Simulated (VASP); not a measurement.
# Cu in VASP: single point with LDA

Aim: the single point of Cu with LDA.

All numbers are computed with VASP 6.6.1; they aren't measurements. Logs are shortened: lines on timing, memory, paths and dates and some standing lists are left out, and cuts for length are marked.

### 1 The structure

The cell holds a slab with vacuum, 16 atoms: a = 5.112 Å, b = 5.112 Å, c = 24.261 Å, α = 90.00°, β = 90.00°, γ = 60.00°.

The cell was built by a generator and needn't be a form met in nature.

### 2 Single point, LDA

INCAR reads:

```
PREC     = Accurate       # precision mode
ENCUT    = 520            # plane-wave cutoff, eV
EDIFF    = 1E-6           # SCF threshold, eV
ISMEAR   = 0              # smearing method
SIGMA    = 0.1            # smearing width, eV
LREAL    = False          # projectors in reciprocal space
LASPH    = True           # aspherical terms in the spheres
NELM     = 60             # most SCF steps
ALGO     = Normal         # electronic algorithm
ISIF     = 2              # what is computed and relaxed
LWAVE    = False          # write WAVECAR
LCHARG   = False          # write CHGCAR
LDIPOL   = True         
IDIPOL   = 3            
DIPOL    = 0.5 0.5 0.496
NBANDS   = 102            # bands
```

KPOINTS reads:

```
Automatic mesh
0
Gamma
  6 6 1
```

POSCAR reads:

```
Cu
1.0
    5.1123820280      0.0000000000      0.0000000000
    2.5561910140      4.4274527101      0.0000000000
    0.0000000000      0.0000000000     24.2613636694
Cu
16
Direct
    0.0000000000      0.0000000000      0.3709601868
    0.5000000000      0.0000000000      0.3709601868
    0.0000000000      0.5000000000      0.3709601868
    0.5000000000      0.5000000000      0.3709601868
    0.1666666667      0.1666666667      0.4569867289
    0.6666666667      0.1666666667      0.4569867289
    0.1666666667      0.6666666667      0.4569867289
    0.6666666667      0.6666666667      0.4569867289
   -0.1666666667      0.3333333333      0.5377311707
    0.3333333333      0.3333333333      0.5377311707
   -0.1666666667      0.8333333333      0.5377311707
    0.3333333333      0.8333333333      0.5377311707
    0.0000000000      0.0000000000      0.6181817434
    0.5000000000      0.0000000000      0.6181817434
    0.0000000000      0.5000000000      0.6181817434
    0.5000000000      0.5000000000      0.6181817434
```

Potentials or basis: VASP PAW LDA potentials, release 64 (Cu).

Command:

```sh
$ cat potpaw_LDA.64/Cu/POTCAR > POTCAR
$ mpirun -np 1 vasp_std > vasp.out
```

OUTCAR:

```text
PREC = Accurate
   ENCUT = 520
   EDIFF = 1E-6
   ISMEAR = 0
   LREAL = False
   LASPH = True
   NELM = 60
   ISIF = 2

 ion  position               nearest neighbor table
   1  0.000  0.000  0.371-   6 2.56   7 2.56   2 2.56   2 2.56   3 2.56   4 2.56   3 2.56   4 2.56
                             5 2.56
   2  0.500  0.000  0.371-   5 2.56   8 2.56   1 2.56   1 2.56   3 2.56   4 2.56   4 2.56   3 2.56
                             6 2.56
   3  0.000  0.500  0.371-   8 2.56   5 2.56   4 2.56   4 2.56   1 2.56   2 2.56   2 2.56   1 2.56
                             7 2.56
   4  0.500  0.500  0.371-   7 2.56   6 2.56   3 2.56   3 2.56   1 2.56   2 2.56   1 2.56   2 2.56
                             8 2.56
   5  0.167  0.167  0.457-  10 2.45   9 2.45  12 2.45   2 2.56   3 2.56   6 2.56   6 2.56   7 2.56
                             8 2.56   7 2.56   8 2.56   1 2.56
   6  0.667  0.167  0.457-   9 2.45  10 2.45  11 2.45   1 2.56   4 2.56   5 2.56   5 2.56   7 2.56
                             8 2.56   8 2.56   7 2.56   2 2.56
   7  0.167  0.667  0.457-  12 2.45  11 2.45  10 2.45   4 2.56   1 2.56   8 2.56   8 2.56   5 2.56
                             6 2.56   6 2.56   5 2.56   3 2.56
   8  0.667  0.667  0.457-  11 2.45  12 2.45   9 2.45   3 2.56   2 2.56   7 2.56   7 2.56   5 2.56
                             6 2.56   5 2.56   6 2.56   4 2.56
   9  0.833  0.333  0.538-  16 2.45  13 2.45  15 2.45   6 2.45   5 2.45   8 2.45  10 2.56  10 2.56
[... 22 lines left out ...]
 A1 = (  -2.5561910140,  -4.4274527101,   0.0000000000)
 A2 = (   5.1123820280,   0.0000000000,   0.0000000000)
 A3 = (   0.0000000000,   0.0000000000,  24.2613636694)

Analysis of symmetry for initial positions (statically):
=====================================================================
 Subroutine PRICEL returns following result:

  LATTYP: Found a hexagonal cell.
 ALAT       =     2.5561910140
 C/A-ratio  =     9.4912170243

  Lattice vectors:

 A1 = (  -1.2780955070,  -2.2137263550,   0.0000000000)
 A2 = (   2.5561910140,   0.0000000000,   0.0000000000)
 A3 = (   0.0000000000,   0.0000000000,  24.2613636694)

   4 primitive cells build up your supercell.

 Routine SETGRP: Setting up the symmetry group for a
 hexagonal supercell.

 Subroutine GETGRP returns: Found  6 space group operations
 (whereof  6 operations were pure point group operations)
 out of a pool of 24 trial point group operations.

The static configuration has the point symmetry C_3v.

Analysis of symmetry for dynamics (positions and initial velocities):
=====================================================================
 Subroutine PRICEL returns following result:

  LATTYP: Found a hexagonal cell.
 ALAT       =     2.5561910140
 C/A-ratio  =     9.4912170243

  Lattice vectors:

 A1 = (  -1.2780955070,  -2.2137263550,   0.0000000000)
 A2 = (   2.5561910140,   0.0000000000,   0.0000000000)
 A3 = (   0.0000000000,   0.0000000000,  24.2613636694)

   4 primitive cells build up your supercell.

 Routine SETGRP: Setting up the symmetry group for a
 hexagonal supercell.

 Subroutine GETGRP returns: Found  6 space group operations
 (whereof  6 operations were pure point group operations)
 out of a pool of 24 trial point group operations.

The dynamic configuration has the point symmetry C_3v.

 Subroutine INISYM returns: Found  6 space group operations
 (whereof  6 operations are pure point group operations),
 and found     4 'primitive' translations

----------------------------------------------------------------------------------------

                                     Primitive cell

  volume of cell :     137.2880

  direct lattice vectors                    reciprocal lattice vectors
    -1.278095507 -2.213726355  0.000000000     0.000000000 -0.451727016  0.000000000
     2.556191014  0.000000000  0.000000000     0.391207071 -0.225863508  0.000000000
     0.000000000  0.000000000 24.261363669     0.000000000  0.000000000  0.041217799

  length of vectors
     2.556191014  2.556191014 24.261363669     0.451727016  0.451727016  0.041217799

  position of ions in fractional coordinates (direct lattice)
     0.000000000  0.000000000  0.370960187
     0.666666667  0.333333333  0.456986729
     0.333333333  0.666666667  0.537731171
     0.000000000  0.000000000  0.618181743

  ion indices of the primitive-cell ions
   primitive index   ion index
                 1           1
                 2           5
                 3          11
                 4          13

----------------------------------------------------------------------------------------

 KPOINTS: Automatic mesh

Automatic generation of k-mesh.
 Grid dimensions read from file:
 generate k-points for:    6    6    1

 Generating k-lattice:

  Cartesian coordinates                     Fractional coordinates (reciprocal lattice)
     0.032600589 -0.018821959  0.000000000     0.166666667  0.000000000  0.000000000
     0.000000000  0.037643918  0.000000000     0.000000000  0.166666667  0.000000000
     0.000000000  0.000000000  0.041217799     0.000000000  0.000000000  1.000000000

  Length of vectors
     0.037643918  0.037643918  0.041217799

  Shift w.r.t. Gamma in fractional coordinates (k-lattice)
     0.000000000  0.000000000  0.000000000

 Subroutine IBZKPT returns following result:
 ===========================================

 Found      7 irreducible k-points:

 Following reciprocal coordinates:
            Coordinates               Weight
  0.000000  0.000000  0.000000      1.000000
  0.166667  0.000000  0.000000      6.000000
  0.333333 -0.000000  0.000000      6.000000
  0.500000 -0.000000  0.000000      3.000000
  0.333333  0.166667  0.000000      6.000000
  0.500000  0.166667  0.000000     12.000000
 -0.333333  0.333333  0.000000      2.000000
   k-points           NKPTS =      7   k-points in BZ     NKDIM =      7   number of bands    NBANDS=    102
   number of dos      NEDOS =    301   number of ions     NIONS =     16
   total plane-waves  NPLWV = 288000
   dimension x,y,z NGX =    40 NGY =   40 NGZ =  180
   dimension x,y,z NGXF=    80 NGYF=   80 NGZF=  360
   ions per type =              16
   NGX,Y,Z   is equivalent  to a cutoff of  13.01, 13.01, 12.33 a.u.
   NGXF,Y,Z  is equivalent  to a cutoff of  26.01, 26.01, 24.67 a.u.
 SYSTEM =  unknown system
   PREC   = accura    normal or accurate (medium, high low for compatibility)
   ISTART =      0    job   : 0-new  1-cont  2-samecut
   ICHARG =      2    charge: 1-file 2-atom 10-const
   ISPIN  =      1    spin polarized calculation?
   LNONCOLLINEAR =      F non collinear calculations
   LSORBIT =      F    spin-orbit coupling
   LASPH  =      T    aspherical Exc in radial PAW
   ENCUT  =  520.0 eV  38.22 Ry    6.18 a.u.   9.51  9.51 45.11*2*pi/ulx,y,z
   NELM   =     60;   NELMIN=  2; NELMDL= -5     # of ELM steps
   EDIFF  = 0.1E-05   stopping-criterion for ELM
   LREAL  =      F    real-space projection
   EDIFFG = 0.1E-04   stopping-criterion for IOM
   NSW    =      0    number of steps for IOM
   IBRION =     -1    ionic relax: 0-MD 1-quasi-New 2-CG
   NFREE  =      0    steps in history (QN), initial steepest desc. (CG)
   ISIF   =      2    stress and relaxation
   ISYM   =      2    0-nonsym 1-usesym 2-fastsym
   POTIM  = 0.5000    time-step for ionic-motion
   TEBEG  =    0.0;   TEEND  =   0.0 temperature during run
   PSTRESS=    0.0 pullay stress
   NELECT =     176.0000    total number of electrons
   NUPDOWN=      -1.0000    fix difference up-down
   EMIN   =  10.00;   EMAX   =-10.00  energy-range for DOS
   EFERMI =   0.00;   METHOD = LEGACY
   ISMEAR =     0;   SIGMA  =   0.10  broadening in eV -4-tet -1-fermi 0-gaus
   EFERMI_NEDOS =   21; number of points for ismear=-14 and -15
   IALGO  =     38    algorithm
   IMIX   =      4    mixing-type and parameters
     AMIX     =   0.40;   BMIX     =  1.00
     AMIX_MAG =   1.60;   BMIX_MAG =  1.00
  volume/ion in A,a.u.               =      34.32       231.62
  Fermi-wavevector in a.u.,A,eV,Ry     =   1.120336  2.117128 17.077386  1.255152
  Thomas-Fermi vector in A             =   2.256982
   LORBIT       =      0    0 simple, 1 ext, 2 COOP (PROOUT), +10 PAW based schemes
   GGA     = CA    functional components
   LHFCALC =     F    Hartree Fock is set to
   AEXX    =    0.0000 exact exchange contribution
   IVDW    =     0    specifies the selected vdW correction
   LEPSILON=     F    determine dielectric tensor
   LRPA    =     F    only Hartree local field effects (RPA)
 non-spin polarized calculation
 Gauss-broadening in eV      SIGMA  =   0.10
  energy-cutoff  :      520.00
  volume of cell :      549.15
 maximum number of plane-waves:     14839
 NGX is ok and might be reduce to    40
   NGX = 19   NGY = 19   NGZ = 91

 dipolmoment           0.000000      0.000000      0.003881 electrons x Angstroem

 number of electron     176.0000023 magnetization

 dipolmoment           0.000000      0.000000     -0.008194 electrons x Angstroem

 Free energy of the ion-electron system (eV)
  ---------------------------------------------------
  ext. energy  EPLUGINS =         0.00000000
  ---------------------------------------------------
  free energy    TOTEN  =       -70.03067626 eV

  energy without entropy =      -70.01600274  energy(sigma->0) =      -70.02333950

 E-fermi :  -0.8199     XC(G=0):  -5.2073

 val. band max:       -0.9116129350   @ k =   0.3333   0.1667   0.0000
 cond. band min:      -0.7791134439   @ k =   0.0000   0.0000   0.0000
 fundamental gap:      0.1324994910
 Fermi energy:        -0.8198710894

 k-point     1 :       0.0000    0.0000    0.0000
  band No.  band energies     occupation
      1      -9.8869      2.00000
      2      -8.4320      2.00000
      3      -6.7421      2.00000
      4      -5.9804      2.00000
      5      -5.8311      2.00000
      6      -5.8311      2.00000
[... 710 lines left out ...]
     99       3.6349      0.00000
    100       3.7032      0.00000
 [bands above 100 left out]

------------------------ aborting loop because EDIFF is reached ----------------------------------------

 vacuum level on the upper side and lower side of the slab       (xc-potential included)        -0.157        -0.095

  FORCE on cell =-STRESS in cart. coord.  units (eV):
  Direction    XX          YY          ZZ          XY          YZ          ZX
  --------------------------------------------------------------------------------------
  -------------------------------------------------------------------------------------
  Total      -14.2049450    -14.2049450     -3.6865914      0.0000000     -0.0000000      0.0000000
  in kB      -41.4436218    -41.4436218    -10.7558107      0.0000000     -0.0000000      0.0000000
  external PRESSURE =     -31.2143514 kB  Pullay stress =       0.0000000 kB

 VOLUME and BASIS-vectors are now :
 -----------------------------------------------------------------------------
  energy-cutoff  :      520.00
  volume of cell :      549.15
      direct lattice vectors                 reciprocal lattice vectors
     5.112382028  0.000000000  0.000000000     0.195603536 -0.112931754  0.000000000
     2.556191014  4.427452710  0.000000000     0.000000000  0.225863508  0.000000000
     0.000000000  0.000000000 24.261363669     0.000000000  0.000000000  0.041217799

 POSITION                                       TOTAL-FORCE (eV/Angst)
 -----------------------------------------------------------------------------------
      0.00000      0.00000      9.00000        -0.000000     -0.000000      0.491808
      2.55619      0.00000      9.00000        -0.000000     -0.000000      0.491808
      1.27810      2.21373      9.00000         0.000000     -0.000000      0.491808
      3.83429      2.21373      9.00000        -0.000000     -0.000000      0.491808
      1.27810      0.73791     11.08712        -0.000000      0.000000     -0.522106
      3.83429      0.73791     11.08712        -0.000000      0.000000     -0.522106
[... 8 lines left out ...]
      1.27810      2.21373     14.99793         0.000000     -0.000000      0.030840
      3.83429      2.21373     14.99793         0.000000      0.000000      0.030840
 -----------------------------------------------------------------------------------
    total drift:                                0.000001      0.000000     -0.000988

  FREE ENERGIE OF THE ION-ELECTRON SYSTEM (eV)
  ---------------------------------------------------
  free  energy   TOTEN  =       -70.0306762566 eV

  energy  without entropy=      -70.0160027439  energy(sigma->0) =      -70.02333950

 vacuum level on the upper side and lower side of the slab         4.174         4.235
```

Run time: 12 min. Hardware: 1 thread of Intel Xeon 6975P-C (Granite Rapids), shared host; peak memory 0.59 GiB.

What came out:

```
Free energy            : -70.0307 eV
Largest force          : 0.522 eV/Å
Band gap on the k mesh : none (metal or under the smearing width)
```

Forces in eV/Å, atoms in the order of the input:
```
Cu   0.000  0.000  0.492
Cu   0.000  0.000  0.492
Cu   0.000  0.000  0.492
Cu   0.000  0.000  0.492
Cu   0.000  0.000 -0.522
Cu   0.000  0.000 -0.522
Cu   0.000  0.000 -0.522
Cu   0.000  0.000 -0.522
Cu   0.000  0.000 -0.001
Cu   0.000  0.000 -0.001
Cu   0.000  0.000 -0.001
Cu   0.000  0.000 -0.001
Cu   0.000  0.000  0.031
Cu   0.000  0.000  0.031
Cu   0.000  0.000  0.031
Cu   0.000  0.000  0.031
```

Levels at points of the mesh, in eV from the Fermi level:
```
           k point  band 84  band 85  band 86  band 87  band 88  band 89  band 90  band 91  band 92  band 93
(0.00, 0.00, 0.00)    -1.08    -0.20    -0.20    -0.20     0.04     0.84     0.84     0.84     1.40     1.40
(0.50, 0.00, 0.00)    -1.44    -0.95    -0.95    -0.12    -0.12     0.56     0.56     1.11     1.11     2.07
```
